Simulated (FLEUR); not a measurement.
PtSe2 (Sudovikovite) in FLEUR: convergence with minDistance

Crystal: PtSe2 (Sudovikovite).

```
Pt Se
1.0
     3.72400    0.00000    0.00000
    -1.86200    3.22508    0.00000
     0.00000    0.00000    5.06200
Pt Se
1 2
Direct
  0.00000 0.00000 0.00000
  0.66667 0.33333 0.75000
  0.33333 0.66667 0.25000
```

| Property | Result |
| --- | --- |
| Program | FLEUR MaX-R8.1 (later development tree) |
| Task | convergence study |
| Functional | PBE |
| Potentials or basis | all-electron |
| Basis | FLAPW |
| Kmax | 5.21 1/bohr |
| k mesh | 6 × 6 × 4 |
| Occupations | fermi-dirac, width 0.05 eV |
| Spin | no spin polarisation |

These are the settings of the first run; the series varies minDistance, with any setting tied to it.

Hardware: 1 thread of Arm Neoverse V2 (shared host).

```csv
minDistance,"energy less the tightest run, at zero smearing (meV/atom)",largest force (eV/Å),SCF cycles,CPU time (s),peak memory (GiB)
1e-06,0.00,0.585,23,350,0.11
1e-05,0.00,0.585,20,300,0.11
0.0001,0.00,0.585,16,230,0.11
0.001,0.00,0.585,14,210,0.11
0.01,0.00,0.582,12,180,0.11
0.03,0.00,0.582,12,180,0.11
0.1,0.00,0.582,12,180,0.11
```

Against the tightest run, the energy stays within 1 meV/atom from 1e-06 on; the largest force stays within 0.005 eV/Å from 1e-06 on. The tightest run that finished is the yardstick and may itself not be fully converged.

The run has no spin-orbit coupling, so splittings on Pt are missing.
